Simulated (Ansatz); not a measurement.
## CuI under changes of volume

One of the cells (27.401 Å³/atom); the others are scaled copies at fixed shape and fractional positions:

```xyz
4
Lattice="4.0902 0.0000 0.0000 0.0000 4.0902 0.0000 0.0000 0.0000 6.5515" Properties=species:S:1:pos:R:3 pbc="T T T"
I     0.0000    2.0451    4.8680
I     2.0451    0.0000    1.6835
Cu    0.0000    0.0000    0.0000
Cu    2.0451    2.0451    0.0000
```

Measurements of this composition are mostly on another form, of space group No. 216.

```yaml
Program: Ansatz 0.2.0
Functional: PBE
Potentials_or_basis: Ansatz PAW
Cutoff: "420 eV (not typed: the program's choice for these potentials)"
k_mesh: 7 × 7 × 4
Occupations: fermi-dirac, width 0.05 eV
Spin: no spin polarisation
```

| volume (Å³/atom) | energy over the lowest point (meV/atom) | pressure (GPa) | gap on the mesh (eV) | largest force (eV/Å) |
| --- | --- | --- | --- | --- |
| 25.757 | ? | ? | ? | ? |
| 26.305 | 19.02 | 3.4 | 1.68 | 0.529 |
| 26.853 | 9.26 | 2.3 | 1.64 | 0.329 |
| 27.401 | 3.10 | 1.3 | 1.61 | 0.146 |
| 27.949 | 0.13 | 0.4 | 1.58 | 0.021 |
| 28.497 | 0.00 | -0.3 | 1.54 | 0.173 |
| 29.045 | 2.39 | -1.0 | 1.51 | 0.313 |

**Question.** What does the run at 25.757 Å³/atom give?

**Answer.** Energy over the lowest point 32.85 meV/atom; pressure 4.7 GPa; gap on the mesh 1.72 eV; largest force 0.749 eV/Å.

Worked out: A Birch-Murnaghan fit of order 3 (a polynomial in V^(-2/3)) to the other rows has its minimum at 28.25 Å³/atom with B0 = V·E''(V) = 40 GPa and B' = 5.1 at fixed shape and positions, which overstates the stiffness. It gives 32.83 meV/atom at 25.757 Å³/atom, against the run's 32.85, and -dE/dV = 4.7 GPa, against 4.7. A straight line through the other rows of the gap, of slope -1.7 eV per unit of ln V (its deformation potential), extrapolates to 1.71 eV, against the run's 1.72.

Energies are extrapolated to zero smearing.

Caveats: odd divisions of the mesh miss points on the zone boundary, where band edges often lie, so the gap on the mesh can be too wide; spin-orbit coupling is left out, which moves the levels of the heavy elements; this functional lacks dispersion, which binds the layers, so the pressure and a relaxed spacing across them are unreliable.
